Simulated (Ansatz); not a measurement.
**Zr (fcc): energy against volume**

Method: DFT, revPBE, plane waves (420 eV) with PAW, scalar-relativistic (Ansatz). (PAW data from PBE, frozen cores regenerated.)

The cell is scaled uniformly from the relaxed one, with fractional coordinates and shape fixed. Energies are extrapolated to zero smearing, pressures are those at the given smearing. Magnetic state: spin not included.

A Birch-Murnaghan fit gives V₀ = 23.63 Å³/atom, B₀ = 86 GPa, B₀′ = 3.1.

Problem. What are the energy above the minimum and the pressure at 20.805 Å³/atom?

Solution. 108.2 meV/atom and 13.66 GPa as computed.

Problem. What are the energy above the minimum and the pressure at 24.588 Å³/atom?

Solution. 9.8 meV/atom and -3.04 GPa as computed.

Problem. What are the energy above the minimum and the pressure at 26.479 Å³/atom?

Solution. 79.0 meV/atom and -8.01 GPa as computed.
